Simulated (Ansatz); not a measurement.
Runs of Ansatz 0.2.0 on Br. Symmetry: Cmce, No. 64, orthorhombic system. The conventional cell has a = 6.726 Å, b = 4.645 Å, c = 8.702 Å, α = 90.00°, β = 90.00°, γ = 90.00°. Around Br (site symmetry m) lie 1 Br at 2.29 Å. 

```csv
task,level,k mesh,cutoff (eV),smearing,atoms under strain,points for each segment of the path,gap on the mesh (eV),pressure (GPa),largest force (eV/Å)
elastic constants,PBEsol,5 × 5 × 3,420,fixed,clamped,-,1.84,0.1,0.72
band structure,r2SCAN0,4 × 4 × 2,500,fermi-dirac 0.05 eV,-,4,4.02,0.1,0.03
Born charges and dielectric tensor,PBEsol,7 × 7 × 3,420,fixed,-,-,1.84,-,-
band structure,r2SCANh,4 × 4 × 2,500,fermi-dirac 0.05 eV,-,4,(b),0.4,(a)
```

Alike in all rows: potentials or basis Ansatz PAW; no spin polarisation; cell as given.

Problem. Fill in the values left out.

Solution. (a) 0.35; (b) 2.90.

Caveats: the PAW data sets come from PBE, with cores solved anew for the run's functional, which leaves a small shift of forces and pressure; odd divisions of the mesh miss points on the zone boundary, where band edges often lie, so the gap on the mesh can be too wide (some runs); the thresholds are loose for stress (some runs).

A k mesh can miss the band edges, and the runs leave out spin-orbit coupling on Br.
